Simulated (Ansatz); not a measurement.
# CdSe (Fm-3m) in Ansatz: reference runs

Aim: a first look at CdSe with PBE, on the cell as given and on a disturbed one.

Everything below comes from runs of Ansatz 0.2.0. Logs are shortened: lines on timing, memory, paths and dates and some standing lists are left out, and cuts for length are marked.

## Step 1: The crystal as given

It takes space group Fm-3m (No. 225, cubic). The conventional cell has a = 5.748 Å, b = 5.748 Å, c = 5.748 Å, α = 90.00°, β = 90.00°, γ = 90.00°. Cd (site symmetry m-3m) has 6 Se at 2.87 Å as nearest neighbours. Se (site symmetry m-3m) is surrounded by 6 Cd at 2.87 Å.

Measurements of this composition are mostly on another form, of space group No. 186.

## Step 2: Single point, PBE

input.yaml reads:

```yaml
crystal:
  lattice:
    - [0.0, 2.873958, 2.873958]
    - [2.873958, 0.0, 2.873958]
    - [2.873958, 2.873958, 0.0]
  atoms:
    - { symbol: Cd, position: [0.0, 0.0, 0.0] }
    - { symbol: Se, position: [0.5, 0.5, 0.5] }
kpoints:
  mp_grid: { grid: [8, 8, 8] }
scf:
  occupations: { method: fermi_dirac, width: 0.05 }
hamiltonian:
  xc: pbe
  pseudopotentials: { kind: all_electron, lapw: { basis_error: 0.001 } }
output:
  forces: true
  stress: true
  eigenvalues: true
  populations: true
```

Potentials or basis: all-electron LAPW, scalar-relativistic.

Launch:

```console
ansatz run input.yaml --threads 1 --pin off --max-ram 2560MiB --backend cpu --events-out ev --progress --plain --runs-dir out
```

Standard output:

```text
Warning: RAYON_NUM_THREADS=1 ignored (pool sized by the plan → 1); use --threads N
Cd: projections on atomic orbitals take those of the free atom 1s2 2s2 2p6 3s2 3p6 3d10 4s2 4p6 4d10 5s2, of charge +0.00 (hamiltonian.pseudopotentials.projection_atoms)
Se: projections on atomic orbitals take those of the free atom 1s2 2s2 2p6 3s2 3p6 3d10 4s2 4p4, of charge +0.00 (hamiltonian.pseudopotentials.projection_atoms)
LAPW: plane waves up to 7.562 Å⁻¹, error target 1.0e-3 eV per atom; small_component_spin mean_spin; Se in spheres of 1.368 Å, 24 of its electrons in bands, Dirac shells []; Cd in spheres of 1.506 Å, 20 of its electrons in bands, Dirac shells [] (how accurate: hamiltonian.pseudopotentials.lapw.basis_error, Limitations)
Engine: ansatz 0.2.0, aarch64-unknown-linux-gnu
Pseudopotentials: kind: all_electron
Pseudopotential: Cd, LAPW, valence charge 20, lapw/all_electron/scalar/gaussian/Cd, Koelling and Harmon's equation, gaussian nucleus
Pseudopotential: Se, LAPW, valence charge 24, lapw/all_electron/scalar/gaussian/Se, Koelling and Harmon's equation, gaussian nucleus
Functional definition: PBE
  parameter kappa = 0.804
  parameter beta = 0.06672455060314922
  exchange = pbe_x(kappa = kappa, mu = beta*pi^2/3)
  correlation = pbe_c(beta = beta)
Crystal: 2 atoms, lattice volume = 47.476 Å³
Basis set: ecut = 217.8714962594631 eV, 331 PW (Γ), exchange–correlation at level 2
Bands: 27, of which v1, the nominal top of the filled ones, is band 22 counted from 1 (21 counted from 0)
Symmetry: 48 space group operations
Space group: Fm-3m (ITA 225), of the structure as read, at distance tolerance 3.6e-5 Å
k-points: 29 of 512
Non-local potential: Cd, projectors of the file, none
Non-local potential: Se, projectors of the file, none
Initial density: superposition of atomic densities (chi_scale 0.1, normalization cell, long waves kept (reshape's long-wave potential 0.00 eV rms))
Initial wavefunctions: plane waves of lowest kinetic energy (no species holds an atomic orbital)
Functional: x = pbe(κ = 0.804, μ = 0.2195149727645171), c = pbe(β = 0.06672455060314922)
iter 1 solved again at ethr=2.25e-3 eV; its pass at ethr=1.00e-1 eV (dr2=9.92e-1 eV) is discarded
SCF iter   1: F=—  HF=-218362.508483 eV  |F-HF|=—  |Δ(HF+E_count)|=         —  Δρ=3.12e-2  dr2=9.92e-1  ethr=2.25e-3  ⟨swp⟩=2.1  Hψ=4993  notcnv=0
preconditioner: auto → none  [insulator: Δε(μ)=0.464 eV  Ē_g=12.543 eV  σ=0.050 eV  W_gap=0.96  n_scr=14 (ndim 8)  ℏωp=22.9 eV  f_vac=0.050  D(μ)=0.02/eV (n_scr^D=0)  ε∞_Penn≈4.3]
iter 2 solved again at ethr=1.87e-5 eV; its pass at ethr=2.25e-3 eV (dr2=8.22e-3 eV) is discarded
SCF iter   2: F=—  HF=-218362.122314 eV  |F-HF|=—  |Δ(HF+E_count)|=   3.86e-1  Δρ=5.22e-3  dr2=8.24e-3  ethr=1.87e-5  ⟨swp⟩=2.0  Hψ=4054  notcnv=0
SCF iter   3: F=—  HF=-218362.079945 eV  |F-HF|=—  |Δ(HF+E_count)|=   4.24e-2  Δρ=3.82e-3  dr2=1.02e-2  ethr=1.87e-5  ⟨swp⟩=3.0  Hψ=2556  notcnv=0
SCF iter   4: F=—  HF=-218362.079292 eV  |F-HF|=—  |Δ(HF+E_count)|=   6.53e-4  Δρ=1.29e-3  dr2=1.01e-3  ethr=1.87e-5  ⟨swp⟩=2.0  Hψ=2266  notcnv=0
SCF iter   5: F=—  HF=-218362.079474 eV  |F-HF|=—  |Δ(HF+E_count)|=   1.82e-4  Δρ=2.16e-4  dr2=1.75e-5  ethr=2.29e-6  ⟨swp⟩=2.0  Hψ=2266  notcnv=0
SCF iter   6: F=—  HF=-218362.079489 eV  |F-HF|=—  |Δ(HF+E_count)|=   1.46e-5  Δρ=5.64e-5  dr2=1.31e-6  ethr=3.99e-8  ⟨swp⟩=2.7  Hψ=2307  notcnv=0
SCF iter   7: F=-218362.079490 eV  HF=-218362.079490 eV  |F-HF|=3.54e-8  |Δ(HF+E_count)|=   1.39e-6  Δρ=6.45e-6  dr2=1.50e-8  ethr=2.98e-9  ⟨swp⟩=3.0  Hψ=2325  notcnv=0
SCF 1 converged in 7 iterations: F = -218362.079490 eV  dr2 = 1.50e-8
SCF converged after 7 iterations
Free energy (F): -218362.079490 eV
Harris-Foulkes:  -218362.079490 eV  (|F-HF|=3.54e-8)
Internal energy: -218362.076756 eV  (E = F + TS)
E sigma→0 (E₀):  -218362.078123 eV
Entropy (-TS):   -0.002734 eV (-1.367 meV/atom)
Fermi energy:    10.929067 eV
--- Per-component energies (eV) ---
  E_band       = -1982.155521
  E_kinetic    = 227168.741592
  E_xc         = -6605.672805
  E_electrostatic = -438925.145543  (all electrons and nuclei)
  E_smearing   = -0.002734  (= −TS)
  E_closure    = 0.000000  (closes the sum)
  E_atoms      = -218356.868614  (free atoms, spherical and without spin; not in F)
  Σ components = -218362.079490   (vs F -218362.079490, Δ=0.00e0)
  Basis errors (estimates in eV, not in F): energy 3.8e-4 per atom: plane waves 3.3e-4 (1.8e-4 summed), levels above the bands 2.1e-82, relativity 4.2e-8, radial functions 4.8e-5, core shells 4.6e-8; eigenvalues (radial functions only) 4.2e-6; not estimated: angular momenta, meshes, grids; target (lapw.basis_error) 1.0e-3; muffin-tin radii Se 1.368 Å, Cd 1.506 Å
--- Forces (eV/Å), atoms counted from 1 ---
  atom   1  Cd    -0.00000000     0.00000000     0.00000000
  atom   2  Se     0.00000000    -0.00000000     0.00000000
  max |Σ_I F_I| component: 1.69e-30 eV/Å
--- Stress (GPa, compression-positive) ---
       -0.308928       0.000000      -0.000000
        0.000000      -0.308928       0.000000
       -0.000000       0.000000      -0.308928
  P = ⅓ Tr σ = -0.3089 GPa (-3.089 kbar)
--- Band table (eV; the first three rows and the last of 29) ---
  k-point 0: bands = ["-196.2187", "-135.6852", "-135.6852", "-135.6852", "-91.0990", "-52.1678", "-52.1678", "-52.1678", "-35.8997", "-35.8997", "-35.8970", "-35.8970", "-35.8970", "-2.0432", "2.9169", "2.9169", "2.9329", "2.9329", "2.9329", "10.2208", "10.2208", "10.2208", "10.9226", "19.5014", "19.5014", "19.5014", "20.5969"]
  k-point 1: bands = ["-196.2187", "-135.6852", "-135.6852", "-135.6852", "-91.0989", "-52.1679", "-52.1678", "-52.1678", "-35.8997", "-35.8997", "-35.8970", "-35.8970", "-35.8970", "-1.9329", "2.8855", "2.8855", "2.9240", "2.9510", "2.9510", "8.8178", "10.2929", "10.2929", "12.3091", "18.1963", "18.9505", "18.9505", "20.2394"]
  k-point 2: bands = ["-196.2187", "-135.6852", "-135.6852", "-135.6852", "-91.0989", "-52.1681", "-52.1678", "-52.1678", "-35.8996", "-35.8996", "-35.8970", "-35.8969", "-35.8969", "-1.6412", "2.8078", "2.8078", "2.8916", "2.9990", "2.9990", "7.3383", "10.4803", "10.4803", "13.5620", "17.0519", "17.5378", "17.5378", "20.2848"]
  k-point 28: bands = ["-196.2187", "-135.6852", "-135.6852", "-135.6852", "-91.0989", "-52.1683", "-52.1683", "-52.1681", "-35.8997", "-35.8996", "-35.8969", "-35.8969", "-35.8967", "-1.1627", "2.8197", "2.9428", "2.9428", "3.1184", "3.4580", "7.7150", "7.7150", "7.8277", "13.7375", "16.6691", "18.2286", "18.2286", "22.7569"]
--- Löwdin populations: 2 sites ---
  site symbol       q [e]
     0     Cd     46.7961
     1     Se     35.0309
  spilling = 0.002109 (of n_electrons = 82.000000)
```

It took 7.5 s on 1 thread of Arm Neoverse V2, shared host; peak memory 0.28 GiB.

What came out:

- Free energy: -218362.0795 eV
- Pressure: -0.3 GPa
- Band gap on the k mesh: none (metal or under the smearing width)
- Loewdin charges: Cd +1.20; Se -1.03 e

Caveat: the atomic charges don't sum to the cell's charge.

## Step 3: Single point, PBE (atoms moved at random, drawn with an rms of 0.05 Å)

input.yaml, as its differences from that of step 2:

```diff
@@ -6,4 +6,4 @@
   atoms:
-    - { symbol: Cd, position: [0.0, 0.0, 0.0] }
-    - { symbol: Se, position: [0.5, 0.5, 0.5] }
+    - { symbol: Cd, position: [-0.013543, 0.002177, 0.012166] }
+    - { symbol: Se, position: [0.492727, 0.508272, 0.484483] }
 kpoints:
```

Potentials or basis: all-electron LAPW, scalar-relativistic.

Launch:

```console
ansatz run input.yaml --threads 1 --pin off --max-ram 2560MiB --backend cpu --events-out ev --progress --plain --runs-dir out
```

Wall time 1.7 min (1 thread of Arm Neoverse V2, shared host); peak memory 0.69 GiB.

Results (log left out):

```
Free energy            : -218362.0750 eV
Pressure               : -0.1 GPa
Largest force          : 0.096 eV/Å
Band gap on the k mesh : none (metal or under the smearing width)
Loewdin charges        : Cd +1.20; Se -1.03 e
```

Forces on the atoms (eV/Å):
```
Cd  -0.064 -0.063  0.035
Se   0.064  0.063 -0.035
```

Stress tensor (GPa, compression positive):
```
-0.06 -0.03  0.02
-0.03 -0.07  0.02
 0.02  0.02 -0.25
```

Levels at points of the mesh, in eV from the Fermi level:
| k point | band 18 | band 19 | band 20 | band 21 | band 22 | band 23 | band 24 | band 25 | band 26 | band 27 |
| --- | --- | --- | --- | --- | --- | --- | --- | --- | --- | --- |
| (0.00, 0.00, 0.00) | -7.99 | -7.99 | -0.70 | -0.70 | -0.69 | 0.01 | 8.48 | 8.54 | 8.57 | 9.68 |
| (0.00, 0.00, -0.50) | -7.85 | -7.85 | -4.99 | -0.13 | -0.13 | 2.93 | 5.18 | 5.19 | 5.84 | 11.12 |
| (0.00, -0.50, 0.00) | -7.86 | -7.86 | -5.01 | -0.15 | -0.14 | 2.95 | 5.20 | 5.21 | 5.84 | 11.13 |
| (0.00, -0.50, -0.50) | -7.80 | -7.33 | -4.16 | -2.13 | -2.12 | -0.51 | 5.38 | 9.60 | 10.21 | 10.22 |
| (-0.50, 0.00, 0.00) | -7.86 | -7.86 | -5.01 | -0.15 | -0.14 | 2.95 | 5.20 | 5.21 | 5.84 | 11.13 |
| (-0.50, 0.00, -0.50) | -7.80 | -7.33 | -4.16 | -2.13 | -2.12 | -0.51 | 5.38 | 9.60 | 10.21 | 10.22 |
| (-0.50, -0.50, 0.00) | -7.80 | -7.33 | -4.15 | -2.13 | -2.13 | -0.51 | 5.37 | 9.59 | 10.21 | 10.23 |
| (-0.50, -0.50, -0.50) | -7.86 | -7.85 | -5.00 | -0.14 | -0.14 | 2.94 | 5.19 | 5.21 | 5.84 | 11.13 |

Caveat: the atomic charges don't sum to the cell's charge.
